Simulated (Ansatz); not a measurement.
# ScAl₃ (Pm-3m), random displacements

Theory: DFT PBEsol, scalar-relativistic, plane waves, PAW (Ansatz). Settings: plane waves to 420 eV, k-mesh 12×12×12 (Γ-centred), Gaussian smearing 0.15 eV. No spin polarisation. Energies are free energies at this smearing, counted from the undisturbed cell; pressure is positive in compression.

Zero of the scan (relaxed at this level; it needn't be the usual structure):

```yaml
crystal:
  lattice:
    - [4.07130, 0.00000, 0.00000]
    - [0.00000, 4.07130, 0.00000]
    - [0.00000, 0.00000, 4.07130]
  atoms:
    - { symbol: Sc, position: [0.00000, 0.00000, 0.00000] }
    - { symbol: Al, position: [0.50000, 0.00000, 0.50000] }
    - { symbol: Al, position: [0.00000, 0.50000, 0.50000] }
    - { symbol: Al, position: [0.50000, 0.50000, 0.00000] }
```

The atoms are displaced (Å, in the unstrained cell):

| atom | ux | uy | uz |
| --- | --- | --- | --- |
| Sc1 | 0.112 | 0.128 | 0.132 |
| Al2 | -0.056 | -0.131 | 0.041 |
| Al3 | -0.011 | -0.192 | -0.138 |
| Al4 | -0.044 | 0.195 | -0.035 |

Strain (Voigt, engineering shear): (0.0243, 0.0718, 0.0322, 0.1045, -0.0765, 0.0638).

(1) What are the energy change, the stress and the forces?

Results:

(1) ΔE = 248.4 meV/atom; stress (xx, yy, zz, yz, xz, xy; compression positive) (-5.28, -5.26, -0.70, -2.86, 4.54, -3.18) GPa.
```csv
atom,Fx (eV/Å),Fy,Fz
Sc1,-1.33,-0.60,-1.31
Al2,0.84,0.55,0.14
Al3,0.12,0.99,0.68
Al4,0.38,-0.94,0.48
```

Cost: 1 run of about 1.5 core-minutes, on Arm Neoverse V2 (shared hosts).